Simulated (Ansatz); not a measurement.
The system is Fe.

```
Fe
1.0
     0.00000    1.94174    1.96511
     1.49844    0.00000    1.96511
     1.49844    1.94174    0.00000
Fe
1
Direct
  0.00000 0.00000 0.00000
```

Base run:

- Program: Ansatz 0.2.0
- Functional: PBEsol
- Potentials or basis: Ansatz PAW
- Cutoff: 420 eV (not typed: the program's choice for these potentials)
- k mesh: 13 × 13 × 13
- Occupations: fermi-dirac, width 0.05 eV
- Spin: collinear spin, ferromagnetic start
- Starting moments: [4.5] μB

Its results: band gap on the k mesh none (metal or under the smearing width); pressure -10.4 GPa.

Task: The run is repeated on the same cell with these changes: spin from collinear spin, ferromagnetic start to no spin polarisation. What comes out?

Result: Band gap on the k mesh none (metal or under the smearing width); pressure -28.9 GPa.

Caveats: the PAW data sets come from PBE, with cores solved anew for the run's functional, which leaves a small shift of forces and pressure; a pressure of tens of GPa on the cell as given is suspect, and the run, the potentials or the cell itself is likely at fault (some runs).
